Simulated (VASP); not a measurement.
**Ru: atomic charges with PBE+D4**

Crystal: Ru.

```
CELL_PARAMETERS angstrom
-0.03805 1.90159 1.86377
1.90945 -0.04581 1.87152
1.90852 1.90841 -0.04488
ATOMIC_POSITIONS crystal
Ru 0.99108 0.00407 0.99553
```

The cell isn't the ideal one: cell strained at random at fixed volume.

```
Program                : VASP 6.6.1
Task                   : atomic charges
Functional             : PBE
Dispersion             : D4
Potentials or basis    : VASP PAW PBE potentials, release 64 (Ru_pv)
Cutoff                 : 520 eV
k mesh                 : 12 × 12 × 12
Occupations            : gaussian, width 0.1 eV
Spin                   : no spin polarisation
Further INCAR settings : ALGO = Normal; EDIFF = 1e-06
```

```
Pressure                                              : -9.8 GPa
Band gap on the k mesh                                : none (metal or under the smearing width)
Valence electrons inside the program's atomic spheres : Ru 12.60
Dispersion energy per atom                            : -0.509 eV
```

Stress tensor (GPa, compression positive):
```
-11.50   4.88   4.99
  4.88 -11.32   7.04
  4.99   7.04  -6.58
```

Levels at points of the mesh, in eV from the Fermi level:
```
           k point  band 3  band 4  band 5  band 6  band 7  band 8  band 9  band 10  band 11
(0.00, 0.00, 0.00)  -42.40   -7.71   -2.71   -2.60   -2.11   -0.26    0.01    10.55    15.07
(0.50, 0.00, 0.00)  -42.55   -5.83   -2.80   -2.32    0.94    1.40    1.80     9.59    10.56
(0.00, 0.50, 0.00)  -42.53   -5.83   -2.79   -2.30    0.85    1.40    1.76     9.46    10.56
(0.50, 0.50, 0.00)  -42.77   -6.11   -5.66    1.54    2.11    2.19    3.85    10.55    12.65
(0.00, 0.00, 0.50)  -42.53   -5.83   -2.93   -2.16    0.86    1.50    1.69     9.46    10.56
(0.50, 0.00, 0.50)  -42.74   -6.09   -5.63    1.55    2.02    2.24    3.43    10.55    12.98
(0.00, 0.50, 0.50)  -42.73   -6.10   -5.63    1.56    2.03    2.22    3.42    10.55    12.84
(0.50, 0.50, 0.50)  -42.60   -5.83   -2.77   -2.56    1.37    1.65    1.82    10.17    10.56
```

Wall time 50 s on 1 thread of AMD EPYC 9R45 (Zen 5), on a shared host, peak memory 0.21 GiB.

Caveat: pairwise dispersion overbinds metals, which lowers pressure and volume.
